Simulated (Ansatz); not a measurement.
Input of an Ansatz 0.2.0 run:

input.yaml

```yaml
crystal:
  lattice:
    - [0.0, 3.15085, 3.15085]
    - [3.15085, 0.0, 3.15085]
    - [3.15085, 3.15085, 0.0]
  atoms:
    - { symbol: Te, position: [0.5, 0.5, 0.5] }
    - { symbol: Sn, position: [0.0, 0.0, 0.0] }
hamiltonian:
  xc: r2scanh
  pseudopotentials: { kind: paw }
kpoints:
  mp_grid: { grid: [4, 4, 4] }
scf:
  occupations: { method: fixed }
dielectric:
  method: response
```

Potentials or basis: Ansatz PAW.

Launch:

```console
$ ansatz run input.yaml --threads 2 --pin off --max-ram 5632MiB --backend cpu --events-out ev --progress --plain --runs-dir out
```

Q: What does it give for the band gap on the k mesh?

A: 0.33 eV, direct.

Caveat: the k mesh is coarse (spacing up to 0.43 Å⁻¹), so the values aren't converged, least of all with exact exchange; spin-orbit coupling is left out, which moves the levels of the heavy elements. A k mesh can miss the band edges.
